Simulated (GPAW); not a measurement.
A run of GPAW 26.7.0:

run.py

```python
from ase.eos import EquationOfState
from ase.io import Trajectory
from ase.spacegroup import crystal
from ase.units import GPa
from gpaw import GPAW, PW

# Te 4f
# Mo 2c
atoms = crystal(['Te', 'Mo'],
                basis=[[0.6666666667, 0.3333333333, 0.379],
                       [0.6666666667, 0.3333333333, 0.75]],
                spacegroup=194, setting=1,  # P6_3/mmc
                cellpar=[3.5182, 3.5182, 13.9736, 90.0, 90.0, 120.0],
                primitive_cell=True)

traj = Trajectory('eos.traj', 'w')
volumes, energies = [], []
for x in [0.94, 0.96, 0.98, 1.0, 1.02, 1.04, 1.06]:
    a = atoms.copy()
    a.set_cell(atoms.cell * x**(1 / 3), scale_atoms=True)
    calc = GPAW(mode=PW(600),
                xc={'name': 'C09-vdW', 'backend': 'libvdwxc'},
                kpts={'size': (5, 5, 2), 'gamma': True},
                occupations={'name': 'fermi-dirac', 'width': 0.05},
                nbands=46,
                convergence={'density': 1e-05, 'energy': 1e-05},
                maxiter=150,
                txt=f'eos-{x:.2f}.txt')
    a.calc = calc
    energies.append(a.get_potential_energy(force_consistent=True))
    volumes.append(a.get_volume())
    calc.write(f'eos-{x:.2f}.gpw')
    traj.write(a)
    print(f'{x:.2f} {volumes[-1]:10.4f} A^3 {energies[-1]:14.6f} eV', flush=True)

v0, e0, B = EquationOfState(volumes, energies, eos='birchmurnaghan').fit()
print(f'V0 = {v0:.4f} A^3, E0 = {e0:.6f} eV, B0 = {B / GPa:.2f} GPa')
```

Potentials or basis: GPAW PAW data sets (gpaw-data 1.2.1), pw.

Run with:

```sh
$ OMP_NUM_THREADS=1 python run.py
```

Hardware: 1 thread of Intel(R) Xeon(R) 6975P-C (Granite Rapids) (shared host).

Problem. How long does it take, and how much memory?

Solution. Wall time 4.4 min on 1 thread of Intel(R) Xeon(R) 6975P-C (Granite Rapids), with other jobs on the host, peak memory 0.68 GiB. Counts: scf iterations 83, plane waves 4730, bands 46, k points 10.
